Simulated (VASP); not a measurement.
# SnTe (Fm-3m) in VASP: single point with HSE06

Aim: the single point of SnTe with HSE06.

Program: VASP 6.6.1. These are calculated values, not measurements. Logs are shortened: lines on timing, memory, paths and dates and some standing lists are left out, and cuts for length are marked.

**What was measured.**

From a printed reference work, textbook, for a bulk crystal of SnTe at 300 K: band gap 0.18 eV (direct).

The runs below are set against these values where they give the same quantity.

**1. The cell of the first run**

It takes space group Fm-3m (No. 225, cubic). Conventional cell: a = 6.379 Å, b = 6.379 Å, c = 6.379 Å, α = 90.00°, β = 90.00°, γ = 90.00°. Within 4.2 Å of Sn (site symmetry m-3m) lie 6 Te at 3.19 Å. Te (site symmetry m-3m) has 6 Sn at 3.19 Å within 4.2 Å.

**2. Single point, HSE06**

Input file POSCAR:

```
SnTe
1.0
    0.0000000000      3.1893545730      3.1893545730
    3.1893545730      0.0000000000      3.1893545730
    3.1893545730      3.1893545730      0.0000000000
Sn Te
1 1
Direct
    0.0000000000      0.0000000000      0.0000000000
    0.5000000000      0.5000000000      0.5000000000
```

Input file INCAR.step1:

```
SYSTEM = SnTe
ALGO     = Normal         ! electronic algorithm
EDIFF    = 1E-5           ! SCF threshold, eV
ENCUT    = 400            ! plane-wave cutoff, eV
GGA      = PE             ! functional
GGA_COMPAT= .FALSE.      
ISIF     = 2              ! what is computed and relaxed
ISMEAR   = -1             ! smearing method
LASPH    = .TRUE.         ! aspherical terms in the spheres
LCHARG   = .FALSE.        ! write CHGCAR
LREAL    = .FALSE.        ! projectors in reciprocal space
LWAVE    = .TRUE.         ! write WAVECAR
NBANDS   = 17             ! bands
NELM     = 120            ! most SCF steps
PREC     = Accurate       ! precision mode
SIGMA    = 0.02           ! smearing width, eV
```

Input file INCAR.step2:

```
SYSTEM = SnTe
ALGO     = Normal         ! electronic algorithm
EDIFF    = 1E-6           ! SCF threshold, eV
ENCUT    = 400            ! plane-wave cutoff, eV
GGA      = PE             ! functional
GGA_COMPAT= .FALSE.      
HFSCREEN = 0.2079         ! screening, 1/A
ISIF     = 2              ! what is computed and relaxed
ISMEAR   = -1             ! smearing method
ISTART   = 1            
LASPH    = .TRUE.         ! aspherical terms in the spheres
LCHARG   = .FALSE.        ! write CHGCAR
LHFCALC  = .TRUE.         ! exact exchange
LREAL    = .FALSE.        ! projectors in reciprocal space
LWAVE    = .FALSE.        ! write WAVECAR
NBANDS   = 17             ! bands
NELM     = 120            ! most SCF steps
PREC     = Accurate       ! precision mode
PRECFOCK = Normal       
SIGMA    = 0.02           ! smearing width, eV
```

Input file KPOINTS:

```
k-points
0
G
  6 6 6
  0 0 0
```

Potentials or basis: VASP PAW PBE potentials, release 64 (Sn_d, Te).

Started as:

```console
cat potpaw_PBE.64/Sn_d/POTCAR potpaw_PBE.64/Te/POTCAR > POTCAR
cp INCAR.step1 INCAR
mpirun -np 1 vasp_std > vasp.out
cp INCAR.step2 INCAR
mpirun -np 1 vasp_std > vasp.out
```

OUTCAR:

```text
SYSTEM = SnTe
   EDIFF = 1E-6
   ENCUT = 400
   GGA = PE
   HFSCREEN = 0.2079
   ISIF = 2
   ISMEAR = -1
   ISTART = 1
   LASPH = .TRUE.
   LHFCALC = .TRUE.
   LREAL = .FALSE.
   NELM = 120
   PREC = Accurate
   PRECFOCK = Normal

 ion  position               nearest neighbor table
   1  0.000  0.000  0.000-   2 3.19   2 3.19   2 3.19   2 3.19   2 3.19   2 3.19
   2  0.500  0.500  0.500-   1 3.19   1 3.19   1 3.19   1 3.19   1 3.19   1 3.19

  LATTYP: Found a face centered cubic cell.
 ALAT       =     6.3787091460

  Lattice vectors:

 A1 = (   0.0000000000,   3.1893545730,   3.1893545730)
 A2 = (   3.1893545730,   0.0000000000,   3.1893545730)
 A3 = (   3.1893545730,   3.1893545730,   0.0000000000)

Analysis of symmetry for initial positions (statically):
=====================================================================
 Subroutine PRICEL returns:
 Original cell was already a primitive cell.

 Routine SETGRP: Setting up the symmetry group for a
 face centered cubic supercell.

 Subroutine GETGRP returns: Found 48 space group operations
 (whereof 48 operations were pure point group operations)
 out of a pool of 48 trial point group operations.

The static configuration has the point symmetry O_h .

Analysis of symmetry for dynamics (positions and initial velocities):
=====================================================================
 Subroutine PRICEL returns:
 Original cell was already a primitive cell.

 Routine SETGRP: Setting up the symmetry group for a
 face centered cubic supercell.

 Subroutine GETGRP returns: Found 48 space group operations
 (whereof 48 operations were pure point group operations)
 out of a pool of 48 trial point group operations.

The dynamic configuration has the point symmetry O_h .

 Subroutine INISYM returns: Found 48 space group operations
 (whereof 48 operations are pure point group operations),
 and found     1 'primitive' translations

----------------------------------------------------------------------------------------

                                     Primitive cell

  volume of cell :      64.8841

  direct lattice vectors                    reciprocal lattice vectors
     0.000000000  3.189354573  3.189354573    -0.156771531  0.156771531  0.156771531
     3.189354573  0.000000000  3.189354573     0.156771531 -0.156771531  0.156771531
     3.189354573  3.189354573  0.000000000     0.156771531  0.156771531 -0.156771531

  length of vectors
     4.510428492  4.510428492  4.510428492     0.271536257  0.271536257  0.271536257

  position of ions in fractional coordinates (direct lattice)
     0.000000000  0.000000000  0.000000000
     0.500000000  0.500000000  0.500000000

  ion indices of the primitive-cell ions
   primitive index   ion index
                 1           1
                 2           2

----------------------------------------------------------------------------------------

 KPOINTS: k-points

Automatic generation of k-mesh.
 Grid dimensions read from file:
 generate k-points for:    6    6    6

 Generating k-lattice:

  Cartesian coordinates                     Fractional coordinates (reciprocal lattice)
    -0.026128589  0.026128589  0.026128589     0.166666667  0.000000000  0.000000000
     0.026128589 -0.026128589  0.026128589     0.000000000  0.166666667  0.000000000
     0.026128589  0.026128589 -0.026128589     0.000000000  0.000000000  0.166666667

  Length of vectors
     0.045256043  0.045256043  0.045256043

  Shift w.r.t. Gamma in fractional coordinates (k-lattice)
     0.000000000  0.000000000  0.000000000

 Subroutine IBZKPT returns following result:
 ===========================================

 Found     16 irreducible k-points:

 Following reciprocal coordinates:
            Coordinates               Weight
  0.000000  0.000000  0.000000      1.000000
  0.166667  0.000000  0.000000      8.000000
  0.333333  0.000000  0.000000      8.000000
  0.500000  0.000000  0.000000      4.000000
  0.166667  0.166667  0.000000      6.000000
  0.333333  0.166667  0.000000     24.000000
[... 8 lines left out ...]
 -0.333333  0.333333  0.166667     24.000000
 -0.333333  0.500000  0.166667     12.000000
   k-points           NKPTS =     16   k-points in BZ     NKDIM =    216   number of bands    NBANDS=     17
   number of dos      NEDOS =    301   number of ions     NIONS =      2
   total plane-waves  NPLWV =  27000
   dimension x,y,z NGX =    30 NGY =   30 NGZ =   30
   dimension x,y,z NGXF=    60 NGYF=   60 NGZF=   60
   ions per type =               1   1
   NGX,Y,Z   is equivalent  to a cutoff of  11.06, 11.06, 11.06 a.u.
   NGXF,Y,Z  is equivalent  to a cutoff of  22.11, 22.11, 22.11 a.u.
 SYSTEM =  SnTe
   PREC   = accura    normal or accurate (medium, high low for compatibility)
   ISTART =      1    job   : 0-new  1-cont  2-samecut
   ICHARG =      0    charge: 1-file 2-atom 10-const
   ISPIN  =      1    spin polarized calculation?
   LNONCOLLINEAR =      F non collinear calculations
   LSORBIT =      F    spin-orbit coupling
   LASPH  =      T    aspherical Exc in radial PAW
   ENCUT  =  400.0 eV  29.40 Ry    5.42 a.u.   7.36  7.36  7.36*2*pi/ulx,y,z
   NELM   =    120;   NELMIN=  2; NELMDL=  0     # of ELM steps
   EDIFF  = 0.1E-05   stopping-criterion for ELM
   LREAL  =      F    real-space projection
   EDIFFG = 0.1E-04   stopping-criterion for IOM
   NSW    =      0    number of steps for IOM
   IBRION =     -1    ionic relax: 0-MD 1-quasi-New 2-CG
   NFREE  =      0    steps in history (QN), initial steepest desc. (CG)
   ISIF   =      2    stress and relaxation
   ISYM   =      3    0-nonsym 1-usesym 2-fastsym
   POTIM  = 0.5000    time-step for ionic-motion
   TEBEG  =    0.0;   TEEND  =   0.0 temperature during run
   PSTRESS=    0.0 pullay stress
   NELECT =      20.0000    total number of electrons
   NUPDOWN=      -1.0000    fix difference up-down
   EMIN   =  10.00;   EMAX   =-10.00  energy-range for DOS
   EFERMI =   0.00;   METHOD = LEGACY
   ISMEAR =    -1;   SIGMA  =   0.02  broadening in eV -4-tet -1-fermi 0-gaus
   EFERMI_NEDOS =   21; number of points for ismear=-14 and -15
   IALGO  =     38    algorithm
   IMIX   =      1    mixing-type and parameters
     AMIX     =   0.40;   BMIX     =  1.00
     AMIX_MAG =   1.60;   BMIX_MAG =  1.00
  volume/ion in A,a.u.               =      32.44       218.93
  Fermi-wavevector in a.u.,A,eV,Ry     =   1.105873  2.089797 16.639322  1.222956
  Thomas-Fermi vector in A             =   2.242366
   LORBIT       =      0    0 simple, 1 ext, 2 COOP (PROOUT), +10 PAW based schemes
   GGA     = PE    functional components
   LHFCALC =     T    Hartree Fock is set to
   PRECFOCK=normal    Normal, Fast or Accurate (Low or Medium for compatibility)
   ENCUT4O =  -1.0   cutoff for four orbital integrals eV
   NKREDX  =     1    reduce k-point grid by
   NKREDY  =     1    reduce k-point grid by
   NKREDZ  =     1    reduce k-point grid by
   AEXX    =    0.2500 exact exchange contribution
   HFSCREEN=    0.2079 screening length (either q_TF or 0.3 A-1)
   HFSCREENC=   0.2079 screening length for correlation (either q_TF or 0.3 A-1)
   ENCUTFOCK=  -1.0 apply spherical cutoff to Coloumb kernel
   IVDW    =     0    specifies the selected vdW correction
   LEPSILON=     F    determine dielectric tensor
   LRPA    =     F    only Hartree local field effects (RPA)
 non-spin polarized calculation
  energy-cutoff  :      400.00
  volume of cell :       64.88
 maximum number of plane-waves:      1243
 NGX is ok and might be reduce to    30
  NGX = 24; NGY = 24; NGZ = 24

 number of electron      19.9999985 magnetization

 Free energy of the ion-electron system (eV)
  ---------------------------------------------------
  ext. energy  EPLUGINS =         0.00000000
  ---------------------------------------------------
  free energy    TOTEN  =        -9.02998991 eV

  energy without entropy =       -9.02993456  energy(sigma->0) =       -9.02996224

 E-fermi :   6.5128     XC(G=0):  -7.7912

 val. band max:        6.4110010789   @ k =   0.5000   0.0000   0.0000
 cond. band min:       6.6145070843   @ k =   0.5000   0.0000   0.0000
 fundamental gap:      0.2035060054
 Fermi energy:         6.5127540811

 k-point     1 :       0.0000    0.0000    0.0000
  band No.  band energies     occupation
      1     -17.8936      2.00000
      2     -17.8936      2.00000
      3     -17.8841      2.00000
      4     -17.8841      2.00000
      5     -17.8841      2.00000
      6      -7.5630      2.00000
[... 9 lines left out ...]
     16      11.6270      0.00000
     17      13.7341      0.00000

 k-point     2 :       0.1667    0.0000    0.0000
  band No.  band energies     occupation
      1     -17.8948      2.00000
      2     -17.8948      2.00000
      3     -17.8837      2.00000
      4     -17.8828      2.00000
      5     -17.8828      2.00000
      6      -7.3175      2.00000
[... 9 lines left out ...]
     16      12.2101      0.00000
     17      15.3863      0.00000

 k-point     3 :       0.3333    0.0000    0.0000
  band No.  band energies     occupation
      1     -17.8974      2.00000
      2     -17.8974      2.00000
      3     -17.8831      2.00000
      4     -17.8799      2.00000
      5     -17.8799      2.00000
      6      -6.6795      2.00000
[... 9 lines left out ...]
     16      13.7923      0.00000
     17      17.6420      0.00000

 k-point     4 :       0.5000    0.0000    0.0000
  band No.  band energies     occupation
      1     -17.8988      2.00000
      2     -17.8988      2.00000
      3     -17.8828      2.00000
      4     -17.8784      2.00000
      5     -17.8784      2.00000
      6      -6.2080      2.00000
[... 9 lines left out ...]
     16      15.8769      0.00000
     17      15.8769      0.00000
[... 183 lines left out ...]
      1     -17.9028      2.00000
      2     -17.8942      2.00000
      3     -17.8838      2.00000
      4     -17.8787      2.00000
      5     -17.8773      2.00000
      6      -6.2338      2.00000
[... 9 lines left out ...]
     16      15.3809      0.00000
     17      15.9802      0.00000

 k-point    15 :      -0.3333    0.3333    0.1667
  band No.  band energies     occupation
      1     -17.9030      2.00000
      2     -17.8954      2.00000
      3     -17.8814      2.00000
      4     -17.8805      2.00000
      5     -17.8761      2.00000
      6      -5.9144      2.00000
[... 9 lines left out ...]
     16      16.9240      0.00000
     17      17.0214      0.00000

 k-point    16 :      -0.3333    0.5000    0.1667
  band No.  band energies     occupation
      1     -17.9060      2.00000
      2     -17.8929      2.00000
      3     -17.8843      2.00000
      4     -17.8781      2.00000
      5     -17.8749      2.00000
      6      -5.8281      2.00000
[... 9 lines left out ...]
     16      16.9878      0.00000
     17      18.2992      0.00000

------------------------ aborting loop because EDIFF is reached ----------------------------------------

  FORCE on cell =-STRESS in cart. coord.  units (eV):
  Direction    XX          YY          ZZ          XY          YZ          ZX
  --------------------------------------------------------------------------------------
  -------------------------------------------------------------------------------------
  Total       -0.2112491     -0.2112491     -0.2112491      0.0000000     -0.0000000     -0.0000000
  in kB       -5.2163537     -5.2163537     -5.2163537      0.0000000     -0.0000000     -0.0000000
  external PRESSURE =      -5.2163537 kB  Pullay stress =       0.0000000 kB

 VOLUME and BASIS-vectors are now :
 -----------------------------------------------------------------------------
  energy-cutoff  :      400.00
  volume of cell :       64.88
      direct lattice vectors                 reciprocal lattice vectors
     0.000000000  3.189354573  3.189354573    -0.156771531  0.156771531  0.156771531
     3.189354573  0.000000000  3.189354573     0.156771531 -0.156771531  0.156771531
     3.189354573  3.189354573  0.000000000     0.156771531  0.156771531 -0.156771531

 POSITION                                       TOTAL-FORCE (eV/Angst)
 -----------------------------------------------------------------------------------
      0.00000      0.00000      0.00000        -0.000000      0.000000     -0.000000
      3.18935      3.18935      3.18935         0.000000     -0.000000      0.000000
 -----------------------------------------------------------------------------------
    total drift:                                0.000002     -0.000005      0.000002

  FREE ENERGIE OF THE ION-ELECTRON SYSTEM (eV)
  ---------------------------------------------------
  free  energy   TOTEN  =        -9.0299899148 eV

  energy  without entropy=       -9.0299345601  energy(sigma->0) =       -9.02996224
```

Wall time 31 min (1 thread of Intel Xeon Platinum 8488C (Sapphire Rapids), shared host); peak memory 0.29 GiB.

Results:

| Item | Value |
| --- | --- |
| Free energy | -9.0300 eV |
| Pressure | -0.5 GPa |
| Band gap on the k mesh | 0.20 eV |

Caveat: the PAW data sets were made with another functional, which shifts forces and pressure a little; spin-orbit coupling is left out, which moves the levels of the heavy elements.

**3. How close it comes**

Step 2. Against the measured gap of SnTe, 0.18 eV (direct; 300 K; a printed reference work, textbook), the calculated 0.20 eV is off by +0.02 eV. Spin-orbit coupling on Sn, Te is left out. The value is that of HSE06 on a finite k mesh, which can miss the band edges, without temperature or zero-point motion.
